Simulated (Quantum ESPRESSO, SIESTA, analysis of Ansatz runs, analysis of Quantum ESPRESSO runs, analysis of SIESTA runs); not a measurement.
# Levels of N_C in SiC (F-43m), rung by rung (SIESTA and Quantum ESPRESSO), part 3 of 3

We place the charge-transition levels of N_C in SiC (F-43m) with atom-centred orbitals, then repeat the energies at other levels of method to see what holds. Model: a cell of 54 host atoms with 1 C taken out and 1 N put in.

SIESTA and Quantum ESPRESSO ; SIESTA numerical-orbital DFT, PBEsol, DZP basis, PseudoDojo 0.4.1 potentials converted to PSML; charged supercells in a uniform background, point-charge correction with alignment at far sites.

So far. Step 2 (Band edges): The gap at this level is 1.23 eV. Step 3 (Relaxing each charge state): Against the host's sites the lattice moves most at charge −1 (0.04 Å); the smallest move among the states is 0.03 Å.

## Step 4: Corrections and levels

A charged cell interacts with its images and the background. The point-charge term, screened by the static dielectric constant, takes that out, and the potential far from the defect is aligned with the host's. Chemical potentials: C (diamond), N (N2 molecule) and Si (diamond), run alike.

By state, in eV; the first energy still holds the atoms taken out or put in:

```
charge  moment (μB)  energy over the host, electrons at the valence top  point-charge term  potential shift at far sites  its spread  correction
    −1            0                                            -116.682              0.241                         0.147       0.038       0.094
     0            1                                            -118.474              0.000                             -           -       0.000
    +1            0                                            -120.243              0.241                         0.005       0.028       0.246
```

Potentials at atomic sites for charge −1, some of the atoms; distances and the model charge refer to the site on which the defect was built:

| atom | distance from that site (Å) | potential less the host's (eV) | point-charge model (eV) |
| --- | --- | --- | --- |
| Si45 | 1.927 | -0.310 | 0.254 |
| C12 | 3.082 | -0.052 | 0.016 |
| C44 | 3.086 | -0.052 | 0.015 |
| C16 | 3.090 | -0.053 | 0.015 |
| Si47 | 3.631 | 0.062 | -0.036 |
| Si23 | 3.634 | 0.059 | -0.036 |
| C6 | 4.374 | 0.078 | -0.081 |
| Si25 | 4.767 | 0.047 | -0.067 |
| C36 | 5.354 | 0.051 | -0.081 |
| C2 | 5.359 | 0.064 | -0.081 |
| Si1 | 5.684 | 0.111 | -0.099 |

Over the charge states the far sites scatter by a standard deviation of up to 0.04 eV about the model once its mean shift is taken off, which is the uncertainty of the alignment.

Limit set by the element alone; other compounds of these elements are not counted. Chemical potentials from the elements' reference states: C 0.00 eV, Si -0.50 eV, N 0.00 eV. Formation energy by charge state (C-rich; gap 1.23 eV):

```csv
charge,at valence top (eV),at conduction bottom (eV),correction included (eV)
+1,-2.65,-1.42,0.25
0,-1.13,-1.13,0.00
−1,0.76,-0.47,0.09
```

(Fermi level (eV), lowest formation energy (eV)): (0.00, -2.65), (0.11, -2.54), (0.22, -2.43), (0.34, -2.31), (0.45, -2.20), (0.56, -2.09), (0.67, -1.98), (0.79, -1.87), (0.90, -1.75), (1.01, -1.64), (1.12, -1.53), (1.23, -1.42)

Limit set by the element alone; other compounds of these elements are not counted. Chemical potentials from the elements' reference states: Si 0.00 eV, C -0.50 eV, N 0.00 eV. Formation energies (Si-rich), with the Fermi level at the valence top and at the conduction bottom (gap 1.23 eV):

```csv
charge,at valence top (eV),at conduction bottom (eV),correction included (eV)
+1,-3.15,-1.92,0.25
0,-1.63,-1.63,0.00
−1,0.26,-0.98,0.09
```

```json
{"Fermi level (eV)": "0.00", "lowest formation energy (eV)": "-3.15"}
{"Fermi level (eV)": "0.11", "lowest formation energy (eV)": "-3.04"}
{"Fermi level (eV)": "0.22", "lowest formation energy (eV)": "-2.93"}
{"Fermi level (eV)": "0.34", "lowest formation energy (eV)": "-2.81"}
{"Fermi level (eV)": "0.45", "lowest formation energy (eV)": "-2.70"}
{"Fermi level (eV)": "0.56", "lowest formation energy (eV)": "-2.59"}
{"Fermi level (eV)": "0.67", "lowest formation energy (eV)": "-2.48"}
{"Fermi level (eV)": "0.79", "lowest formation energy (eV)": "-2.37"}
{"Fermi level (eV)": "0.90", "lowest formation energy (eV)": "-2.25"}
{"Fermi level (eV)": "1.01", "lowest formation energy (eV)": "-2.14"}
{"Fermi level (eV)": "1.12", "lowest formation energy (eV)": "-2.03"}
{"Fermi level (eV)": "1.23", "lowest formation energy (eV)": "-1.92"}
```

So at this level: (+1/0) at 1.52 eV (1.77 without the correction) and (0/−1) at 1.89 eV (1.79 without the correction), in a gap of 1.23 eV. (+1/0) and (0/−1) lie outside the gap, so the charge beyond is not the lowest at any Fermi level in the gap, within the error of the correction. At charge 0, 62 % of the majority spin lies within 4 Å of the centre, against 59 % for an even spread, which points to a carrier spread as in a band; the levels next to it are then no levels of a bound state.

## Step 5: Quantum ESPRESSO, plane waves, PBEsol, 2×2×2

The same functional and the same PseudoDojo potentials in plane waves, on the same structures: what changes is the basis alone.

File pw.in:

```
&CONTROL
  calculation = 'scf'
  prefix = 'pwscf'
  outdir = './tmp'
  pseudo_dir = './pseudo'
  tprnfor = .true.
  disk_io = 'low'
/
&SYSTEM
  ibrav = 0
  nat = 54
  ntyp = 3
  ecutwfc = 84
  nbnd = 112
  occupations = 'smearing'
  smearing = 'fd'
  degauss = 0.00073499
  tot_charge = 1
  nosym = .true.
/
&ELECTRONS
  conv_thr = 5d-08
  electron_maxstep = 100
  mixing_beta = 0.5
/
ATOMIC_SPECIES
Si    28.0850 Si.upf
C     12.0110 C.upf
N     14.0070 N.upf
CELL_PARAMETERS angstrom
   0.0000030000    6.5644080000    6.5644080000
   6.5644080000    0.0000030000    6.5644080000
   6.5644080000    6.5644080000    0.0000030000
ATOMIC_POSITIONS crystal
Si    -0.0004640176    0.0003805372   -0.0002016938
C      0.0832198996    0.0836467471    0.0830957452
[... 19 atom lines left out ...]
C      0.4162541955    0.0847004598    0.4177477048
[... 4 atom lines left out ...]
Si     0.3314900597    0.3326345656    0.3322296545
N      0.4164259555    0.4169265340    0.4168499087
Si     0.3322357469    0.3318087470    0.6707077028
[... 3 atom lines left out ...]
Si     0.3316599901    0.6707178331    0.3326244340
[... 11 atom lines left out ...]
Si     0.6701747528    0.3320987201    0.3321089266
[... 8 atom lines left out ...]
C      0.7500082833    0.7495290320    0.7503402251
K_POINTS automatic
2 2 2 1 1 1
```

File pp_potential.in:

```
&INPUTPP
  prefix = 'pwscf'
  outdir = './tmp'
  filplot = 'potential.dat'
  plot_num = 11
/
&PLOT
  nfile = 1
  filepp(1) = 'potential.dat'
  iflag = 3
  output_format = 6
  fileout = 'potential.cube'
/
```

On the command line:

```sh
> OMP_NUM_THREADS=1 pw.x -in pw.in > pw.out
> OMP_NUM_THREADS=1 pp.x -in pp_potential.in > pp_potential.out
```

Log:

```text
This program is part of the open-source Quantum ESPRESSO suite
     for quantum simulation of materials; please cite
         "P. Giannozzi et al., J. Phys.:Condens. Matter 21 395502 (2009);
         "P. Giannozzi et al., J. Phys.:Condens. Matter 29 465901 (2017);
         "P. Giannozzi et al., J. Chem. Phys. 152 154105 (2020);
          URL
     in publications or presentations arising from this work. More details at

     Subspace diagonalization in iterative solution of the eigenvalue problem:
     a serial algorithm will be used

     G-vector sticks info
     --------------------
     sticks:   dense  smooth     PW     G-vecs:    dense   smooth      PW
     Sum        7147    7147   1879               397133   397133   53089

     Using Slab Decomposition

     bravais-lattice index     =            0
     lattice parameter (alat)  =      17.5432  a.u.
     unit-cell volume          =    3817.7985 (a.u.)^3
     number of atoms/cell      =           54
     number of atomic types    =            3
     number of electrons       =       216.00
     number of Kohn-Sham states=          112
     kinetic-energy cutoff     =      84.0000  Ry
     charge density cutoff     =     336.0000  Ry
     scf convergence threshold =      5.0E-08
     mixing beta               =       0.5000
     number of iterations used =            8  plain     mixing
     Exchange-correlation= PBESOL
                           (   1   4  10   8   0   0   0)

     celldm(1)=  17.543225  celldm(2)=   0.000000  celldm(3)=   0.000000
     celldm(4)=   0.000000  celldm(5)=   0.000000  celldm(6)=   0.000000

     crystal axes: (cart. coord. in units of alat)
               a(1) = (   0.000000   0.707107   0.707107 )
               a(2) = (   0.707107   0.000000   0.707107 )
               a(3) = (   0.707107   0.707107   0.000000 )

     reciprocal axes: (cart. coord. in units 2 pi/alat)
               b(1) = ( -0.707107  0.707107  0.707107 )
               b(2) = (  0.707107 -0.707107  0.707107 )
               b(3) = (  0.707107  0.707107 -0.707107 )

     PseudoPot. # 1 for Si read from file:
     Si.upf
     Pseudo is Norm-conserving + core correction, Zval =  4.0
     Generated using ONCVPSP code by D. R. Hamann
     Using radial grid of 1510 points,  6 beta functions with:
                l(1) =   0
                l(2) =   0
                l(3) =   1
                l(4) =   1
                l(5) =   2
                l(6) =   2

     PseudoPot. # 2 for C  read from file:
     C.upf
     Pseudo is Norm-conserving + core correction, Zval =  4.0
     Generated using ONCVPSP code by D. R. Hamann
     Using radial grid of 1248 points,  4 beta functions with:
[...]
PseudoPot. # 3 for N  read from file:
     N.upf
     Pseudo is Norm-conserving + core correction, Zval =  5.0
     Generated using ONCVPSP code by D. R. Hamann
     Using radial grid of 1058 points,  4 beta functions with:
[...]
l(2) =   0
                l(3) =   1
                l(4) =   1

     atomic species   valence    mass     pseudopotential
     Si                4.00    28.08500     Si( 1.00)
     C                 4.00    12.01100     C ( 1.00)
     N                 5.00    14.00700     N ( 1.00)

     No symmetry found

   Cartesian axes

     site n.     atom                  positions (alat units)
         1        Si     tau(   1) = (   0.0001265  -0.0004707  -0.0000590  )
         2        C      tau(   2) = (   0.1179048   0.1176029   0.1179926  )
         3        Si     tau(   3) = (   0.2361609   0.2352956   0.0008823  )
         4        C      tau(   4) = (   0.3542681   0.3535981   0.1176116  )
         5        Si     tau(   5) = (   0.4717905   0.4718066  -0.0004312  )
         6        C      tau(   6) = (   0.5895436   0.5890484   0.1178641  )
         7        Si     tau(   7) = (   0.2355957   0.0005018   0.2360498  )
[...]
iteration #  2     ecut=    84.00 Ry     beta= 0.50
     Davidson diagonalization with overlap
     ethr =  5.21E-03,  avg # of iterations =  2.0

     total energy              =    -563.34340686 Ry
     estimated scf accuracy    <       0.38952419 Ry

     iteration #  3     ecut=    84.00 Ry     beta= 0.50
     Davidson diagonalization with overlap
     ethr =  1.80E-04,  avg # of iterations =  7.2

     total energy              =    -563.33489544 Ry
     estimated scf accuracy    <       0.11884877 Ry

     iteration #  4     ecut=    84.00 Ry     beta= 0.50
     Davidson diagonalization with overlap
     ethr =  5.50E-05,  avg # of iterations =  2.2

     total energy              =    -563.35817282 Ry
     estimated scf accuracy    <       0.01889871 Ry

     iteration #  5     ecut=    84.00 Ry     beta= 0.50
     Davidson diagonalization with overlap
     ethr =  8.75E-06,  avg # of iterations =  8.2

     total energy              =    -563.35610862 Ry
     estimated scf accuracy    <       0.00906526 Ry

     iteration #  6     ecut=    84.00 Ry     beta= 0.50
     Davidson diagonalization with overlap
     ethr =  4.20E-06,  avg # of iterations =  2.0

     total energy              =    -563.35688115 Ry
     estimated scf accuracy    <       0.00060927 Ry

[...]
total energy              =    -563.35738146 Ry
[...]
iteration # 11     ecut=    84.00 Ry     beta= 0.50
     Davidson diagonalization with overlap
     ethr =  2.73E-09,  avg # of iterations =  3.0

     total energy              =    -563.35738511 Ry
     estimated scf accuracy    <       0.00000033 Ry

     iteration # 12     ecut=    84.00 Ry     beta= 0.50
     Davidson diagonalization with overlap
     ethr =  1.52E-10,  avg # of iterations =  6.0

     total energy              =    -563.35738540 Ry
     estimated scf accuracy    <       0.00000042 Ry

     iteration # 13     ecut=    84.00 Ry     beta= 0.50
     Davidson diagonalization with overlap
     ethr =  1.52E-10,  avg # of iterations =  2.0

     End of self-consistent calculation

          k = 0.1768 0.1768 0.1768 ( 49671 PWs)   bands (ev):

    -7.1414  -5.6378  -4.7324  -4.1790  -4.1788  -3.9801  -3.8139  -3.8137
    -3.6816  -3.5423  -3.5421  -3.1806  -2.8255  -2.5374  -2.5372  -2.3687
    -2.1419  -2.1418  -1.8022  -1.4486  -1.4029  -1.4016  -1.3746  -1.3731
    -1.2289  -1.1780  -1.1777   1.4118   1.7503   1.7525   1.8225   1.9674
     2.0490   2.0539   2.0783   2.0807   2.0956   2.2732   2.3112   2.3121
     2.5569   2.5929   2.5932   3.1584   3.2601   3.2617   3.6078   3.6081
[...]
k =-0.1768-0.1768 0.5303 ( 49622 PWs)   bands (ev):

[...]
k =-0.1768 0.5303-0.1768 ( 49622 PWs)   bands (ev):

[...]
k =-0.5303 0.1768 0.1768 ( 49622 PWs)   bands (ev):

[...]
7.2869   7.3314   7.4254   7.4318   7.5177   7.6335   7.7130   7.7349
     7.7972   7.8226   7.8403   7.8770   7.9949   8.0446   8.4165   8.4662
     8.5181   8.6130   8.8289   9.0401  10.9745  12.1175  12.2275  12.6358

     the Fermi energy is    10.2392 ev

!    total energy              =    -563.35738548 Ry
     estimated scf accuracy    <          5.5E-09 Ry
     smearing contrib. (-TS)   =       0.00000000 Ry
     internal energy E=F+TS    =    -563.35738548 Ry

     The total energy is F=E-TS. E is the sum of the following terms:
     one-electron contribution =     142.83378727 Ry
     hartree contribution      =      65.11481629 Ry
     xc contribution           =    -203.04608103 Ry
     ewald contribution        =    -568.25990800 Ry

     convergence has been achieved in  13 iterations

     Forces acting on atoms (cartesian axes, Ry/au):

     atom    1 type  1   force =    -0.00023276    0.00054781   -0.00054703
     atom    2 type  2   force =     0.00015117    0.00044768   -0.00068968
     atom    3 type  1   force =    -0.00028926    0.00069406   -0.00040091
     atom    4 type  2   force =    -0.00066669    0.00008712   -0.00009595
     atom    5 type  1   force =    -0.00006277   -0.00013241   -0.00011806
     atom    6 type  2   force =     0.00005087    0.00039552   -0.00037866
[...]
atom   52 type  2   force =    -0.00038333    0.00032204    0.00001584
     atom   53 type  1   force =    -0.00005839    0.00009709    0.00015581
     atom   54 type  2   force =     0.00038674   -0.00020455    0.00029532

     Total force =     0.006945     Total SCF correction =     0.000192

=------------------------------------------------------------------------------=
   JOB DONE.
=------------------------------------------------------------------------------=
```

Elapsed: 25 min, on 1 MPI rank of Arm Neoverse V2, shared host; peak memory 1.6 GiB.

On the kept structures the largest force at this level is 0.05 eV/Å, so they are close to rest here too.

At charge 0 filled and empty levels, counted over both spins and all k-points, touch or overlap: the last carrier shares a level or a band, or the held moment keeps an electron of one spin above an empty level of the other.

By state, in eV; the first energy still holds the atoms taken out or put in:

```
charge  moment (μB)  energy over the host, electrons at the valence top  point-charge term  potential shift at far sites  its spread  correction
    −1            0                                            -116.800              0.241                         0.125       0.038       0.116
     0            1                                            -118.591              0.000                             -           -       0.000
    +1            0                                            -120.356              0.241                        -0.017       0.027       0.224
```

Against the first level the gap goes from 1.23 to 1.25 eV, and the level that moves most, (0/−1), from 1.89 to 1.91 eV.

## Step 6: Side by side

Gap and levels in eV, each above its own valence top, and the processor time of the defect runs (shared machines):

| level of method | gap | (+1/0) | (0/−1) | runs | core time |
| --- | --- | --- | --- | --- | --- |
| SIESTA, PBEsol, DZP, 2×2×2 | 1.23 | 1.52 | 1.89 | relaxations | 80 min |
| Quantum ESPRESSO, plane waves, PBEsol, 2×2×2 | 1.25 | 1.54 | 1.91 | single points | 1.6 h |

Values below zero or above the gap of their row lie outside the gap.

## Step 7: What came out

```
gap of the host (SIESTA, PBEsol)                            : 1.23 eV
largest difference in a level, orbitals against plane waves : 0.02 eV
difference in the gap, orbitals less plane waves            : -0.02 eV
```

**Reading.** At the level trusted most (SIESTA, PBEsol, DZP, 2×2×2) no transition falls inside the gap of 1.23 eV: charge +1 is lowest across it. Orbitals and plane waves agree on the levels within 0.02 eV ((0/−1) differs most) and on the gap within 0.02 eV, so the orbital basis serves for these levels. Of the charges placed (−1, 0 and +1), +1 is the lowest from 0.02 eV above the valence top to 0.02 eV below the conduction bottom, a gap of 1.23 eV. (+1/0) and (0/−1) reach a band edge before or after the correction; the carrier may then sit in a band, where the point-charge correction doesn't apply and the value depends on how these k-points fill the band, which is not corrected here. Only the charges −1, 0 and +1 were placed; others may be stable too. Compounds of N with the host's elements are not counted; they lower the chemical potential of the dopant and raise these formation energies. Keep in mind: PBEsol makes the gap too small and tends to spread out bound carriers; where a gas molecule sets a chemical potential or the host's formation energy, its binding is uncorrected.

Comparison with the measured values:

| quantity | measured | PBEsol PseudoDojo, SIESTA | PBEsol PseudoDojo, Quantum ESPRESSO |
| --- | --- | --- | --- |
| band gap (gap on the k-mesh) (eV) | 2.4 | 1.23 (-1.17 eV) | 1.25 (-1.15 eV) |

Measured values from pmc:7200658 (2020).

How well it matches: For the band gap, of the levels listed nearest comes PBEsol PseudoDojo, Quantum ESPRESSO (-1.15 eV) and farthest PBEsol PseudoDojo, SIESTA (-1.17 eV). Local and semilocal functionals usually give gaps below the measured ones. The computed gap is read on a k-mesh, which can miss the band edges. Zero-point and thermal motion shift the measured gap.

[Logs are printed without paths, hosts, clocks, repeated set-up lines and the standing remarks that a program may print on its own settings, such as how far it seeks lower states.]

[Hosts, paths, dates, database ids (printed as entryN), source tags and the programs' standing remarks are cut or masked in the printed files.]

[For some hosts the program warned that the k-mesh of the response run may be too coarse for force constants and the static dielectric constant; such warnings are not shown here.]

[Charge tables in the logs are Mulliken or Hirshfeld populations, whose sizes and signs can differ; where basis functions stand at a vacancy, SIESTA counts their charge against the missing atom's valence.]

[In relaxation paths of CP2K, step 0 can be the structure after the first move, since the trajectory file begins there, and the last row can be the final structure solved once more.]
